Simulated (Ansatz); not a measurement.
**SnS (Pnma): cell relaxations under several functionals from a Python script**

The task is cell relaxations under several functionals, for SnS (Pnma).

Computed with the Python package of Ansatz 0.2.0. The levels of theory stand in the script.

### 1 Starting point

It takes space group Pnma (No. 62, orthorhombic). Conventional cell: a = 11.200 Å, b = 3.987 Å, c = 4.334 Å, α = 90.00°, β = 90.00°, γ = 90.00°. Around Sn (site symmetry m) lie 3 S at 2.63 to 2.67 Å. Around S (site symmetry m) lie 3 Sn at 2.63 to 2.67 Å.

The script holds or builds the structure itself.

### 2 The code

File sns.py:

```python
"""Relaxed cell of SnS under several functionals."""

import ansatz as az
import numpy as np

def edges_and_angles(cell):
    cell = np.asarray(cell)
    a, b, c = np.linalg.norm(cell, axis=1)
    cosines = cell[1] @ cell[2] / (b * c), cell[0] @ cell[2] / (a * c), cell[0] @ cell[1] / (a * b)
    return (a, b, c, *np.degrees(np.arccos(cosines)))


def main() -> None:
    sns = (
        az.Lattice.orthorhombic(11.2, 3.987, 4.334)
        .space_group(62, hermann_mauguin="Pnma")
        .atom("Sn", (0.1194, 0.25, 0.1198))
        .atom("S", (0.8508, 0.25, 0.4793))
    )

    setup = sns.calculation()
    setup = setup.occupations("Fixed").kpoints(2, 5, 5)
    setup = setup.relax(cell=True, force_tolerance=0.03)

    levels = [("lda", "none"), ("r2scan", "d4"), ("r2scan", "rvv10")]
    print("level            a       b       c    alpha   beta  gamma  V/atom  steps")
    for name, dispersion in levels:
        seen = []
        run = setup.functional(name, dispersion=dispersion).session().plan()
        res = run.execute(on_event=lambda e: seen.append(e) if e["event"] == "relax_step" else None)
        cell = res.lattice.cell_ang
        label = name if dispersion == "none" else f"{name}+{dispersion}"
        print("{:13s} {:7.4f} {:7.4f} {:7.4f} {:6.2f} {:6.2f} {:6.2f}".format(label, *edges_and_angles(cell)), f"{abs(np.linalg.det(cell)) / len(res.lattice.sites):7.3f} {len(seen):5d}")


if __name__ == "__main__":
    main()
```

### 3 The input behind the calls

The engine receives this input (first run):

```yaml
crystal:
  lattice:
    bravais: orthorhombic
    a: 11.2
    b: 3.987
    c: 4.334
  space_group: 62
  setting:
    hermann_mauguin: Pnma
  atoms:
    - { symbol: Sn, position: [0.1194, 0.25, 0.1198] }
    - { symbol: S, position: [0.8508, 0.25, 0.4793] }
kpoints:
  mp_grid:
    grid: [2, 5, 5]
hamiltonian:
  xc: lda
  dispersion: none
scf:
  occupations:
    method: fixed
relax:
  f_tol: 0.03
  cell: {}
```

### 4 Running it

Started as:

```
$ python sns.py
```

**Question.** Rank the levels of theory by the volume of the relaxed cell.

As calculated:

| quantity | value |
| --- | --- |
| runs compared | 3 |
| relaxed volume | 22.78 (lda) to 25.57 Å³/atom (r2scan d4) |
| gap on the mesh | 0.59 (run 1) to 1.40 eV (run 2) |

From smallest to largest: LDA (22.78 Å³ an atom, -5.8 % against the start), r2SCAN+RVV10 (24.60 Å³ an atom, +1.7 % against the start) and r2SCAN+D4 (25.57 Å³ an atom, +5.7 % against the start). The spread is 12.3 % in volume. In run 1, the volume shrank by 5.8 % over 5 moves, and the space group stayed Pnma. In run 3, the volume grew by 1.7 % over 4 moves, and the space group stayed Pnma.
